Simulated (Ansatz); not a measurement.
CsH under changes of volume

One of the cells (32.401 Å³/atom); the others are scaled copies at fixed shape and fractional positions:

```
CELL_PARAMETERS angstrom
0.00000 3.18800 3.18800
3.18800 0.00000 3.18800
3.18800 3.18800 0.00000
ATOMIC_POSITIONS crystal
Cs 0.00000 0.00000 0.00000
H 0.50000 0.50000 0.50000
```

| Quantity | Value |
| --- | --- |
| Program | Ansatz 0.2.0 |
| Functional | PBE0 |
| Potentials or basis | Ansatz PAW |
| Cutoff | 420 eV (not typed: the program's choice for these potentials) |
| k mesh | 4 × 4 × 4 |
| Occupations | fermi-dirac, width 0.05 eV |
| Spin | no spin polarisation |

```csv
volume (Å³/atom),energy over the lowest point (meV/atom),pressure (GPa),gap on the mesh (eV)
30.457,5.53,0.8,3.90
31.105,2.77,0.6,3.93
31.753,1.00,0.3,3.95
32.401,?,?,?
33.049,0.00,-0.1,3.99
33.697,0.65,-0.2,4.01
34.345,1.97,-0.4,4.02
```

Problem. What does the run at 32.401 Å³/atom give?

Solution. Energy over the lowest point 0.08 meV/atom; pressure 0.1 GPa; gap on the mesh 3.97 eV.

Worked out: A Birch-Murnaghan fit of order 3 (a polynomial in V^(-2/3)) to the other rows has its minimum at 32.80 Å³/atom with B0 = V·E''(V) = 9.6 GPa and B' = 3.6. It gives 0.09 meV/atom at 32.401 Å³/atom, against the run's 0.08, and -dE/dV = 0.1 GPa, against 0.1. A straight line through the other rows of the gap, of slope 1 eV per unit of ln V (its deformation potential), gives 3.97 eV, against the run's 3.97.

Energies are extrapolated to zero smearing.

Caveats: some runs use coarse meshes; spin-orbit coupling is left out, which moves the levels of the heavy elements; the PAW data sets come from PBE, with cores solved anew for the run's functional, which leaves a small shift of forces and pressure; the thresholds are loose for stress.

A mesh can miss the band edges.
